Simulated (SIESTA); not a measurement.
CuAu:

```xyz
2
Lattice="2.8107 0.0000 0.0000 0.0000 2.8107 0.0000 0.0000 0.0000 3.6850" Properties=species:S:1:pos:R:3 pbc="T T T"
Au    0.0000    0.0000    0.0000
Cu    1.4054    1.4054    1.8425
```

Base run:

| Item | Value |
| --- | --- |
| Program | SIESTA 5.4.2 |
| Functional | WC |
| Potentials or basis | PseudoDojo 0.4 standard (PBEsol files) |
| Basis | DZP (energy shift 0.003 Ry; two zetas on semicore shells) |
| Grid cutoff | 800 Ry |
| Energy shift | 0.003 Ry |
| k mesh | 9 × 9 × 7 |
| Occupations | fermi-dirac, width 0.05 eV |
| Spin | no spin polarisation |

Its results: band gap on the k mesh none (metal or under the smearing width); pressure -2.5 GPa.

The run is repeated on the same cell with these changes: functional from WC to AM05. What comes out?

Band gap on the k mesh none (metal or under the smearing width); pressure -4.0 GPa.

Caveats: short orbitals over semicore shells can move pressures by several GPa; the potentials were made for another functional, which shifts forces and pressure; the basis of atomic orbitals isn't converged, which shifts pressures, moduli and gaps.
